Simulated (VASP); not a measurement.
# Mg in VASP: single point with r2SCAN+rVV10

Aim: the single point of Mg with r2SCAN+rVV10.

Everything below comes from runs of VASP 6.6.1. Logs are shortened: lines on timing, memory, paths and dates and some standing lists are left out, and cuts for length are marked.

## Step 1: The structure

The cell holds a slab with vacuum, 5 atoms: a = 3.172 Å, b = 3.172 Å, c = 30.317 Å, α = 90.00°, β = 90.00°, γ = 120.00°.

The cell was built by a generator and needn't be a form met in nature.

## Step 2: Single point, r2SCAN+rVV10

POSCAR

```
Mg
1.0
    3.1722934733      0.0000000000      0.0000000000
   -1.5861467366      2.7472867361      0.0000000000
    0.0000000000      0.0000000000     30.3169170444
Mg
5
Direct
    0.6666666667      0.3333333333      0.2308941899
    0.3333333333      0.6666666667      0.3175427371
    0.6666666667      0.3333333333      0.4029988967
    0.3333333333      0.6666666667      0.4886240701
    0.6666666667      0.3333333333      0.5756606224
```

INCAR.step1

```
SYSTEM = Mg
  PREC = Accurate
  ENCUT = 520
  ISMEAR = 1
  SIGMA = 0.1
  LREAL = .FALSE.
  LASPH = .TRUE.
  NELM = 100
  LDIPOL = .TRUE.
  IDIPOL = 3
  DIPOL = 0.5 0.5 0.403
  NBANDS = 13
  GGA = PE
  ALGO = Normal
  EDIFF = 1E-4
  LWAVE = .TRUE.
  LCHARG = .FALSE.
```

INCAR.step2

```
SYSTEM = Mg
  PREC = Accurate
  ENCUT = 520
  EDIFF = 1E-6
  ISMEAR = 1
  SIGMA = 0.1
  LREAL = .FALSE.
  LASPH = .TRUE.
  NELM = 100
  ALGO = Normal
  ISIF = 2
  LWAVE = .FALSE.
  LCHARG = .TRUE.
  LDIPOL = .TRUE.
  IDIPOL = 3
  DIPOL = 0.5 0.5 0.403
  METAGGA = R2SCAN
  LMIXTAU = .TRUE.
  LUSE_VDW = .TRUE.
  IVDW_NL = 2
  BPARAM = 11.95
  CPARAM = 0.0093
  LELF = .TRUE.
  LVHAR = .TRUE.
  LVACPOTAV = .TRUE.
  NBANDS = 13
  ISTART = 1
```

KPOINTS

```
regular mesh
0
G
  15 15 1
  0 0 0
```

Potentials or basis: VASP PAW PBE potentials, release 64 (Mg).

Run with:

```bash
$ cat potpaw_PBE.64/Mg/POTCAR > POTCAR
$ cp INCAR.step1 INCAR
$ mpirun -np 1 vasp_std > vasp.out
$ cp INCAR.step2 INCAR
$ mpirun -np 1 vasp_std > vasp.out
```

OUTCAR:

```text
SYSTEM = Mg
   PREC = Accurate
   ENCUT = 520
   EDIFF = 1E-6
   ISMEAR = 1
   LREAL = .FALSE.
   LASPH = .TRUE.
   NELM = 100
   ISIF = 2
   METAGGA = R2SCAN
   IVDW_NL = 2
   BPARAM = 11.95
   ISTART = 1

 ion  position               nearest neighbor table
   1  0.667  0.333  0.231-   2 3.20   2 3.20   2 3.20
   2  0.333  0.667  0.318-   3 3.17   3 3.17   3 3.17   1 3.20   1 3.20   1 3.20
   3  0.667  0.333  0.403-   2 3.17   2 3.17   2 3.17   4 3.18   4 3.18   4 3.18
   4  0.333  0.667  0.489-   3 3.18   3 3.18   3 3.18   5 3.21   5 3.21   5 3.21
   5  0.667  0.333  0.576-   4 3.21   4 3.21   4 3.21

  LATTYP: Found a hexagonal cell.
 ALAT       =     3.1722934733
 C/A-ratio  =     9.5567819622

  Lattice vectors:

 A1 = (   3.1722934733,   0.0000000000,   0.0000000000)
 A2 = (  -1.5861467366,   2.7472867361,   0.0000000000)
 A3 = (   0.0000000000,   0.0000000000,  30.3169170444)

Analysis of symmetry for initial positions (statically):
=====================================================================
 Subroutine PRICEL returns:
 Original cell was already a primitive cell.

 Routine SETGRP: Setting up the symmetry group for a
 hexagonal supercell.

 Subroutine GETGRP returns: Found  6 space group operations
 (whereof  6 operations were pure point group operations)
 out of a pool of 24 trial point group operations.

The static configuration has the point symmetry C_3v.

Analysis of symmetry for dynamics (positions and initial velocities):
=====================================================================
 Subroutine PRICEL returns:
 Original cell was already a primitive cell.

 Routine SETGRP: Setting up the symmetry group for a
 hexagonal supercell.

 Subroutine GETGRP returns: Found  6 space group operations
 (whereof  6 operations were pure point group operations)
 out of a pool of 24 trial point group operations.

The dynamic configuration has the point symmetry C_3v.

 Subroutine INISYM returns: Found  6 space group operations
 (whereof  6 operations are pure point group operations),
 and found     1 'primitive' translations

----------------------------------------------------------------------------------------

                                     Primitive cell

  volume of cell :     264.2180

  direct lattice vectors                    reciprocal lattice vectors
     3.172293473  0.000000000  0.000000000     0.315229347  0.181997748  0.000000000
    -1.586146737  2.747286736  0.000000000     0.000000000  0.363995497  0.000000000
     0.000000000  0.000000000 30.316917044     0.000000000  0.000000000  0.032984884

  length of vectors
     3.172293473  3.172293473 30.316917044     0.363995497  0.363995497  0.032984884

  position of ions in fractional coordinates (direct lattice)
     0.666666667  0.333333333  0.230894190
     0.333333333  0.666666667  0.317542737
     0.666666667  0.333333333  0.402998897
     0.333333333  0.666666667  0.488624070
     0.666666667  0.333333333  0.575660622

  ion indices of the primitive-cell ions
   primitive index   ion index
                 1           1
                 2           2
                 3           3
                 4           4
                 5           5

----------------------------------------------------------------------------------------

 KPOINTS: regular mesh

Automatic generation of k-mesh.
 Grid dimensions read from file:
 generate k-points for:   15   15    1

 Generating k-lattice:

  Cartesian coordinates                     Fractional coordinates (reciprocal lattice)
     0.021015290  0.012133183  0.000000000     0.066666667  0.000000000  0.000000000
     0.000000000  0.024266366  0.000000000     0.000000000  0.066666667  0.000000000
     0.000000000  0.000000000  0.032984884     0.000000000  0.000000000  1.000000000

  Length of vectors
     0.024266366  0.024266366  0.032984884

  Shift w.r.t. Gamma in fractional coordinates (k-lattice)
     0.000000000  0.000000000  0.000000000

 Subroutine IBZKPT returns following result:
 ===========================================

 Found     27 irreducible k-points:

 Following reciprocal coordinates:
            Coordinates               Weight
  0.000000  0.000000  0.000000      1.000000
  0.066667  0.000000  0.000000      6.000000
  0.133333  0.000000  0.000000      6.000000
  0.200000  0.000000  0.000000      6.000000
  0.266667  0.000000  0.000000      6.000000
  0.333333 -0.000000  0.000000      6.000000
[... 16 lines left out ...]
  0.333333  0.200000  0.000000     12.000000
  0.400000  0.200000  0.000000      6.000000
 [... further k-points ...]
   k-points           NKPTS =     27   k-points in BZ     NKDIM =     27   number of bands    NBANDS=     13
   number of dos      NEDOS =    301   number of ions     NIONS =      5
   total plane-waves  NPLWV = 138240
   dimension x,y,z NGX =    24 NGY =   24 NGZ =  240
   dimension x,y,z NGXF=    48 NGYF=   48 NGZF=  480
   ions per type =               5
   NGX,Y,Z   is equivalent  to a cutoff of  12.58, 12.58, 13.16 a.u.
   NGXF,Y,Z  is equivalent  to a cutoff of  25.15, 25.15, 26.32 a.u.
 SYSTEM =  Mg
   PREC   = accura    normal or accurate (medium, high low for compatibility)
   ISTART =      1    job   : 0-new  1-cont  2-samecut
   ICHARG =      0    charge: 1-file 2-atom 10-const
   ISPIN  =      1    spin polarized calculation?
   LNONCOLLINEAR =      F non collinear calculations
   LSORBIT =      F    spin-orbit coupling
   LASPH  =      T    aspherical Exc in radial PAW
   ENCUT  =  520.0 eV  38.22 Ry    6.18 a.u.   5.90  5.90 56.37*2*pi/ulx,y,z
   NELM   =    100;   NELMIN=  2; NELMDL=  0     # of ELM steps
   EDIFF  = 0.1E-05   stopping-criterion for ELM
   LREAL  =      F    real-space projection
   EDIFFG = 0.1E-04   stopping-criterion for IOM
   NSW    =      0    number of steps for IOM
   IBRION =     -1    ionic relax: 0-MD 1-quasi-New 2-CG
   NFREE  =      0    steps in history (QN), initial steepest desc. (CG)
   ISIF   =      2    stress and relaxation
   ISYM   =      2    0-nonsym 1-usesym 2-fastsym
   POTIM  = 0.5000    time-step for ionic-motion
   TEBEG  =    0.0;   TEEND  =   0.0 temperature during run
   PSTRESS=    0.0 pullay stress
   NELECT =      10.0000    total number of electrons
   NUPDOWN=      -1.0000    fix difference up-down
   EMIN   =  10.00;   EMAX   =-10.00  energy-range for DOS
   EFERMI =   0.00;   METHOD = LEGACY
   ISMEAR =     1;   SIGMA  =   0.10  broadening in eV -4-tet -1-fermi 0-gaus
   EFERMI_NEDOS =   21; number of points for ismear=-14 and -15
   IALGO  =     38    algorithm
   IMIX   =      4    mixing-type and parameters
     AMIX     =   0.40;   BMIX     =  1.00
     AMIX_MAG =   1.60;   BMIX_MAG =  1.00
  volume/ion in A,a.u.               =      52.84       356.61
  Fermi-wavevector in a.u.,A,eV,Ry     =   0.549651  1.038691  4.110547  0.302117
  Thomas-Fermi vector in A             =   1.580875
   LORBIT       =      0    0 simple, 1 ext, 2 COOP (PROOUT), +10 PAW based schemes
   METAGGA = R2SCAN    functional components
   LHFCALC =     F    Hartree Fock is set to
   AEXX    =    0.0000 exact exchange contribution
   IVDW_NL    =     2    kernel type
   BPARAM     =11.9500
   IVDW    =     0    specifies the selected vdW correction
   LEPSILON=     F    determine dielectric tensor
   LRPA    =     F    only Hartree local field effects (RPA)
 non-spin polarized calculation
 Methfessel and Paxton  Order N= 1 SIGMA  =   0.10
  energy-cutoff  :      520.00
  volume of cell :      264.22
 maximum number of plane-waves:      7152
 NGX is ok and might be reduce to    24
   NGX = 11   NGY = 11   NGZ =113

 dipolmoment           0.000000      0.000000      0.002859 electrons x Angstroem

 number of electron      10.0000000 magnetization

 dipolmoment           0.000000      0.000000     -0.000137 electrons x Angstroem

 Free energy of the ion-electron system (eV)
  ---------------------------------------------------
  ext. energy  EPLUGINS =         0.00000000
  ---------------------------------------------------
  free energy    TOTEN  =       -19.37288282 eV

  energy without entropy =      -19.37263290  energy(sigma->0) =      -19.37279951

 E-fermi :  -1.0974     XC(G=0):  -4.4522

 val. band max:       -1.1082303156   @ k =   0.3333   0.0667   0.0000
 cond. band min:      -1.0271747202   @ k =   0.4667   0.0667   0.0000
 fundamental gap:      0.0810555954
 Fermi energy:        -1.0973898696

 k-point     1 :       0.0000    0.0000    0.0000
  band No.  band energies     occupation
      1      -8.2242      2.00000
      2      -7.6290      2.00000
      3      -6.6909      2.00000
      4      -5.4162      2.00000
      5      -3.7597      2.00000
      6      -2.3512      2.00000
      7      -0.2121     -0.00000
      8       1.5099      0.00000
      9       2.5531      0.00000
     10       3.1617      0.00000
     11       3.2487      0.00000
     12       4.5038      0.00000
     13       4.5222      0.00000

 k-point     2 :       0.0667    0.0000    0.0000
  band No.  band energies     occupation
      1      -8.1297      2.00000
      2      -7.5349      2.00000
      3      -6.5974      2.00000
      4      -5.3236      2.00000
      5      -3.6675      2.00000
      6      -2.2619      2.00000
      7      -0.1235     -0.00000
      8       1.5976      0.00000
      9       2.6412      0.00000
     10       3.2491      0.00000
     11       3.3365      0.00000
     12       4.5898      0.00000
     13       4.6074      0.00000
[... 321 lines left out ...]
 k-point    23 :       0.3333    0.2000    0.0000
  band No.  band energies     occupation
      1      -3.7074      2.00000
      2      -3.1393      2.00000
      3      -2.2612      2.00000
      4      -1.1998      2.05485
      5      -1.1122      1.24708
      6      -0.2017     -0.00000
      7       0.4456     -0.00000
      8       0.6843     -0.00000
      9       1.4873      0.00000
     10       1.7411      0.00000
     11       1.9776      0.00000
     12       2.7406      0.00000
     13       3.2600      0.00000

 k-point    24 :       0.4000    0.2000    0.0000
  band No.  band energies     occupation
      1      -2.5620      2.00000
      2      -2.3694      2.00000
      3      -2.0545      2.00000
      4      -1.7896      2.00000
      5      -1.3642      2.00106
      6      -0.5322     -0.00000
      7       0.2197     -0.00000
      8       0.3845     -0.00000
      9       1.1078      0.00000
     10       1.7980      0.00000
     11       2.4029      0.00000
     12       2.7873      0.00000
     13       3.2895      0.00000

 [... further k-points ...]

------------------------ aborting loop because EDIFF is reached ----------------------------------------

  FORCE on cell =-STRESS in cart. coord.  units (eV):
  Direction    XX          YY          ZZ          XY          YZ          ZX
  --------------------------------------------------------------------------------------
  -------------------------------------------------------------------------------------
  Total       -1.4360147     -1.4360147     -0.1548758     -0.0000000      0.0000000      0.0000000
  in kB       -8.7077725     -8.7077725     -0.9391431     -0.0000000      0.0000000      0.0000000
  external PRESSURE =      -6.1182294 kB  Pullay stress =       0.0000000 kB

 VOLUME and BASIS-vectors are now :
 -----------------------------------------------------------------------------
  energy-cutoff  :      520.00
  volume of cell :      264.22
      direct lattice vectors                 reciprocal lattice vectors
     3.172293473  0.000000000  0.000000000     0.315229347  0.181997748  0.000000000
    -1.586146737  2.747286736  0.000000000     0.000000000  0.363995497  0.000000000
     0.000000000  0.000000000 30.316917044     0.000000000  0.000000000  0.032984884

 POSITION                                       TOTAL-FORCE (eV/Angst)
 -----------------------------------------------------------------------------------
      1.58615      0.91576      7.00000        -0.000000     -0.000000     -0.001906
     -0.00000      1.83152      9.62692        -0.000000     -0.000000      0.020954
      1.58615      0.91576     12.21768         0.000000      0.000000      0.006490
     -0.00000      1.83152     14.81358         0.000000     -0.000000     -0.012531
      1.58615      0.91576     17.45226         0.000000      0.000000     -0.013007
 -----------------------------------------------------------------------------------
    total drift:                                0.000005     -0.000003     -0.000386

  FREE ENERGIE OF THE ION-ELECTRON SYSTEM (eV)
  ---------------------------------------------------
  free  energy   TOTEN  =       -19.3728828200 eV

  energy  without entropy=      -19.3726329045  energy(sigma->0) =      -19.37279951

 vacuum level on the upper side and lower side of the slab         2.874         2.877
```

Wall time 11 min (1 thread of Intel Xeon Platinum 8488C (Sapphire Rapids), shared host); peak memory 0.87 GiB.

What came out:

| Property | Result |
| --- | --- |
| Free energy | -19.3729 eV |
| Largest force | 0.021 eV/Å |
| Band gap on the k mesh | none (metal or under the smearing width) |
| Work function of the upper face | 3.97 eV |
| Work function of the lower face | 3.97 eV |

Forces in eV/Å, atoms in the order of the input:
```
Mg   0.000  0.000 -0.002
Mg   0.000  0.000  0.021
Mg   0.000  0.000  0.006
Mg   0.000  0.000 -0.013
Mg   0.000  0.000 -0.013
```

Caveat: the PAW data sets were made with another functional, which shifts forces and pressure a little.
